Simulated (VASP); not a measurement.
Output of a VASP run:

File OSZICAR:
```
       N       E                     dE             d eps       ncg     rms          rms(c)
DAV:   1     0.631052060144E+02    0.63105E+02   -0.88778E+03   720   0.127E+03
DAV:   2    -0.273802162465E+02   -0.90485E+02   -0.85676E+02   944   0.281E+02
DAV:   3    -0.306268572057E+02   -0.32466E+01   -0.32345E+01   960   0.568E+01
DAV:   4    -0.306508714610E+02   -0.24014E-01   -0.24005E-01   884   0.562E+00
DAV:   5    -0.306511676450E+02   -0.29618E-03   -0.29615E-03   944   0.533E-01    0.910E+00
DAV:   6    -0.284648107475E+02    0.21864E+01   -0.74740E+00   828   0.248E+01    0.290E+00
DAV:   7    -0.284501436810E+02    0.14667E-01   -0.14910E-01   844   0.391E+00    0.185E+00
DAV:   8    -0.284580653875E+02   -0.79217E-02   -0.41408E-02   772   0.293E+00    0.267E-01
DAV:   9    -0.284569761115E+02    0.10893E-02   -0.29392E-03   952   0.549E-01    0.707E-02
DAV:  10    -0.284572964341E+02   -0.32032E-03   -0.82425E-04   824   0.247E-01    0.502E-02
DAV:  11    -0.284572618561E+02    0.34578E-04   -0.16588E-04   896   0.121E-01    0.403E-03
DAV:  12    -0.284572613332E+02    0.52293E-06   -0.40123E-06   872   0.220E-02
   1 F= -.28457261E+02 E0= -.28457261E+02  d E =-.110413E-10
```

### OUTCAR
```
------------------------ aborting loop because EDIFF is reached ----------------------------------------
  FORCE on cell =-STRESS in cart. coord.  units (eV):
  Direction    XX          YY          ZZ          XY          YZ          ZX
  --------------------------------------------------------------------------------------
  Total        0.5633729      0.5633731      0.6337582      0.0000000      0.0000000      0.0000000
  in kB       32.6418071     32.6418185     36.7199303      0.0000000      0.0000000      0.0000000
  external PRESSURE =      34.0011853 kB  Pullay stress =       0.0000000 kB
  volume of cell :       27.65
      direct lattice vectors                 reciprocal lattice vectors
     1.350000000 -2.338269000  0.000000000     0.370370370 -0.213833396  0.000000000
     1.350000000  2.338269000  0.000000000     0.370370370  0.213833396  0.000000000
     0.000000000  0.000000000  4.380000000     0.000000000  0.000000000  0.228310502
 POSITION                                       TOTAL-FORCE (eV/Angst)
 -----------------------------------------------------------------------------------
      1.35000     -0.77942      2.19000        -0.000000      0.000000      0.005656
      1.35000      0.77942      0.00000        -0.000000     -0.000000      0.005656
      1.35000     -0.77942      3.84564         0.000000     -0.000000     -0.005656
      1.35000      0.77942      1.65564        -0.000000      0.000000     -0.005656
 -----------------------------------------------------------------------------------
    total drift:                               -0.000000      0.001584      0.002285
  FREE ENERGIE OF THE ION-ELECTRON SYSTEM (eV)
  ---------------------------------------------------
  free  energy   TOTEN  =       -28.4572613332 eV

  energy  without entropy=      -28.4572613332  energy(sigma->0) =      -28.45726133
```
(Selected blocks of OUTCAR.)

**POSCAR**
```
BeO
1
    1.3500000000    -2.3382690000     0.0000000000
    1.3500000000     2.3382690000     0.0000000000
    0.0000000000     0.0000000000     4.3800000000
Be O
2 2
Direct
  0.6666670000   0.3333330000   0.5000000000
  0.3333330000   0.6666670000   0.0000000000
  0.6666670000   0.3333330000   0.8780000000
  0.3333330000   0.6666670000   0.3780000000
```

Q: Reconstruct the remaining input files.

A: One answer among several that fit: the input of the run itself, PBE GGA, plane waves, VASP's PBE PAW potentials (set 64).

KPOINTS:
```
Regular mesh
0
gamma
8 8 5
0 0 0
```

**INCAR**
```
SYSTEM = BeO
PREC = Accurate
ENCUT = 520
EDIFF = 1E-6
NELM = 100
ALGO = Normal
LREAL = Auto
LASPH = .TRUE.
ISMEAR = 0
SIGMA = 0.05
GGA = PE
LWAVE = .FALSE.
LCHARG = .FALSE.
ISIF = 2
```

POTCAR, in this order: Be O (PBE.64 set). Program: vasp_std.

The compound is BeO in the wurtzite structure. The cell was not relaxed at this level. The run is one of a series of settings (LREAL = Auto against the base run), some of them coarse on purpose.
